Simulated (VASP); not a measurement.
## VASP 6.6.1 run: RbBr

INCAR

```
IBRION = -1
LREAL = .FALSE.
ENCUT = 520
ISMEAR = -1
NELECT = 16.1
NBANDS = 15
LWAVE = .FALSE.
GGA = PE
SIGMA = 0.02
NSW = 0
PREC = Accurate
ISIF = 2
LCHARG = .FALSE.
EDIFF = 1E-7
LASPH = .TRUE.
NELM = 96
```

KPOINTS

```
KPOINTS created by Atomic Simulation Environment
0
Gamma
6 6 6
0 0 0
```

POSCAR

```
Rb Br
 1.0000000000000000
     0.0000000000000000    3.8694968645999999    3.8114544117000002
     3.8694968645999999    0.0000000000000000    3.8114544117000002
     3.8694968645999999    3.8694968645999999    0.0000000000000000
 Rb  Br
   1   1
Cartesian
  0.0000000000000000  0.0000000000000000  0.0000000000000000
  1.9347484322999999  1.9347484322999999  1.9057272058500001
```

The recommended PBE PAW datasets give the neutral cell 16 valence electrons.

Command

```
mpirun -np 1 vasp_std
```

**Question.** Predict the outcome of this run.

**Answer.** It converged. Results: pressure 0.9 GPa.

OSZICAR

```
N       E                     dE             d eps       ncg     rms          rms(c)
DAV:   1     0.929863646435E+02    0.92986E+02   -0.61873E+03   900   0.875E+02
DAV:   2     0.246273971704E+01   -0.90524E+02   -0.82792E+02  1239   0.160E+02
DAV:   3    -0.597758444247E+01   -0.84403E+01   -0.84038E+01  1208   0.511E+01
DAV:   4    -0.622790502783E+01   -0.25032E+00   -0.25026E+00  1385   0.845E+00
DAV:   5    -0.622962852065E+01   -0.17235E-02   -0.17235E-02  1230   0.736E-01    0.308E+00
DAV:   6    -0.582334436257E+01    0.40628E+00   -0.48572E-01  1152   0.275E+00    0.195E+00
DAV:   7    -0.577013548140E+01    0.53209E-01   -0.21221E-01  1173   0.191E+00    0.985E-01
DAV:   8    -0.578518336042E+01   -0.15048E-01   -0.22910E-02  1255   0.765E-01    0.141E-01
DAV:   9    -0.578784714232E+01   -0.26638E-02   -0.29904E-03  1068   0.234E-01    0.105E-01
DAV:  10    -0.578902233081E+01   -0.11752E-02   -0.10611E-03   964   0.158E-01    0.192E-02
DAV:  11    -0.578914018009E+01   -0.11785E-03   -0.13033E-04  1026   0.539E-02    0.139E-02
DAV:  12    -0.578917157319E+01   -0.31393E-04   -0.62980E-05   942   0.342E-02    0.288E-03
DAV:  13    -0.578917209316E+01   -0.51998E-06   -0.10631E-06  1327   0.432E-03    0.195E-03
DAV:  14    -0.578917267846E+01   -0.58530E-06   -0.65964E-07   934   0.399E-03    0.393E-04
DAV:  15    -0.578917272917E+01   -0.50702E-07   -0.35160E-08   828   0.992E-04
   1 F= -.57891727E+01 E0= -.57888239E+01  d E =-.697572E-03
```

The cell is charged and sits in a uniform background.

For comparison, a separate PBE run of the intended cell, on usual settings and not on those above, gives a gap of 4.09 eV on its mesh and a pressure of 0.3 GPa.
